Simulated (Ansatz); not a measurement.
Space group P6_3/mmc (No. 194). a = 3.972 Å, b = 3.972 Å, c = 5.014 Å, α = 90.00°, β = 90.00°, γ = 120.00°
| atom | site | symmetry | x | y | z |
| --- | --- | --- | --- | --- | --- |
| Ni | 2d | -6m2 | 0.6667 | 0.3333 | 0.2500 |
| Ni | 2a | -3m. | 0.0000 | 0.0000 | 0.0000 |
| Ge | 2c | -6m2 | 0.6667 | 0.3333 | 0.7500 |

Equation of state of this Ni$_{2}$Ge structure (not necessarily the ground state), with shape and atoms relaxed at each volume where symmetry leaves them free. It has no gap at any of these volumes. Level of theory: Ansatz 0.2.0, DFT PBEsol, scalar-relativistic, plane waves, PAW.

Cutoff 420 eV; k points 12×12×8 on the computed 6-atom cell (Γ-centred); Gaussian smearing, width 0.10 eV; no spin polarisation.

```csv
V (Å³/atom),E − E(largest V) (meV/atom),P (GPa)
10.048,72.33,34.93
10.390,10.00,23.78
10.733,-30.47,14.43
11.075,-52.61,6.59
11.418,-59.38,0.01
11.760,-53.26,-5.50
12.103,-36.33,-10.12
12.559,0.00,-15.09
```

Problem. Fit a third-order Birch–Murnaghan equation to E(V).

Solution. V0 = 11.42 Å³/atom, B0 = 200 GPa, B0' = 4.9.